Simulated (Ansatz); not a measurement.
# All-electron card of LiCl

```
Li Cl
1.0
     3.92608    0.00000    0.00000
    -1.96304    3.40008    0.00000
     0.00000    0.00000    6.28692
Li Cl
2 2
Direct
  0.33333 0.66667 0.99758
  0.66667 0.33333 0.49758
  0.33333 0.66667 0.37842
  0.66667 0.33333 0.87842
```

Atoms are numbered in the order listed.

The cell was built from the wurtzite type and relaxed in the same program, and has space group P6_3mc; it needn't be a known or the stable phase.

Methods: DFT, PBE, all-electron LAPW, scalar-relativistic (Ansatz 0.2.0); DFT, PBE, PAW with Ansatz's default frozen-core files, scalar-relativistic (Ansatz 0.2.0); DFT, PBE, all-electron PAW with datasets made for the crystal, scalar-relativistic (Ansatz 0.2.0).

For LAPW: a Γ-centred 10×10×6 k mesh, Fermi–Dirac smearing of 0.05 eV, basis error target 1 meV/atom, no spin polarisation. PAW takes a cutoff of 420 eV at this cell. The crystal-made all-electron datasets (AE datasets) take a cutoff of 200 eV at this cell. The Ansatz runs share mesh, smearing and spin set-up. Values come from LAPW unless marked.

```json
{
  "Bader charges (from the PAW run)": "Li1 +0.89, Cl3 -0.89 e",
  "Löwdin charges (with 0.11 e of the cell spilling out of the atomic basis, so their sizes and signs hang on that basis)": "Li1 0.69, Cl3 -0.64 e",
  "Volume per atom": "141.6 bohr³",
  "Pressure at this cell": "0.2 kbar"
}
```

Problem. Give the computed value. Field gradients Vzz (crystal-made datasets).

Solution. Li1 0.01 (η = 0.00), Cl3 -0.10 (η = 0.00) in 10²¹ V/m².

Problem. Band gap: what does the calculation give?

Solution. 5.93 eV, direct at Γ.
